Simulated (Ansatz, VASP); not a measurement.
# Two plane-wave programs on Au

Contents of INCAR:

```
SYSTEM = Au
PREC     = Accurate       ! precision mode
ENCUT    = 600            ! plane-wave cutoff, eV
EDIFF    = 1E-7           ! SCF threshold, eV
ISMEAR   = -1             ! smearing method
SIGMA    = 0.1            ! smearing width, eV
LREAL    = .False.        ! projectors in reciprocal space
LASPH    = .True.         ! aspherical terms in the spheres
NELM     = 60             ! most SCF steps
ALGO     = Normal         ! electronic algorithm
ISIF     = 3              ! what is computed and relaxed
LWAVE    = .False.        ! write WAVECAR
LCHARG   = .False.        ! write CHGCAR
GGA      = PE             ! functional
IBRION   = 2              ! ionic algorithm
NSW      = 80             ! ionic steps
EDIFFG   = -0.01          ! ionic threshold
```

The input KPOINTS:

```
Automatic mesh
0
Gamma
  13 13 13
  0 0 0
```

POSCAR

```
Au
1.0
    0.0000000000      2.0350000000      2.0350000000
    2.0350000000      0.0000000000      2.0350000000
    2.0350000000      2.0350000000      0.0000000000
Au
1
Direct
    0.0000000000      0.0000000000      0.0000000000
```

Input for Ansatz:

```yaml
crystal:
  lattice:
    - [0.0, 2.035, 2.035]
    - [2.035, 0.0, 2.035]
    - [2.035, 2.035, 0.0]
  atoms:
    - { symbol: Au, position: [0.0, 0.0, 0.0] }
basis:
  ecutwfc: 550.0
kpoints:
  mp_grid:
    grid: [13, 13, 13]
hamiltonian:
  xc: pbe
  dispersion: none
scf:
  occupations:
    method: fermi_dirac
relax:
  cell: {}
```

Alike in both runs: task relaxation of cell and atoms; functional PBE; k mesh 13 × 13 × 13; no spin polarisation.

|  | VASP | Ansatz |
| --- | --- | --- |
| version | VASP 6.6.1 | Ansatz 0.2.0 |
| potentials or method | VASP PAW PBE potentials, release 64 (Au) | plane waves, PAW |
| plane-wave cutoff (eV) | 600 | 550 |
| occupations | fermi-dirac, width 0.1 eV | fermi-dirac |
| valence electrons in the cell | 11 | 19 |

|  | VASP | Ansatz | Ansatz less VASP |
| --- | --- | --- | --- |
| relaxed volume (Å³/atom) | 17.93 | 17.96 | +0.022 |
| relaxed cell length with the largest relative difference (Å) | 2.938 | 2.939 | +0.0012 |
| energy change over the relaxation (meV/atom) | -32 | -34 | -1.4 |

The two sets of potentials don't hold the same shells in valence.

Spin-orbit coupling is left out, which matters for the levels of Au. PBE usually gives volumes a little too large and moduli too small. Zero-point motion and thermal expansion aren't in these numbers.
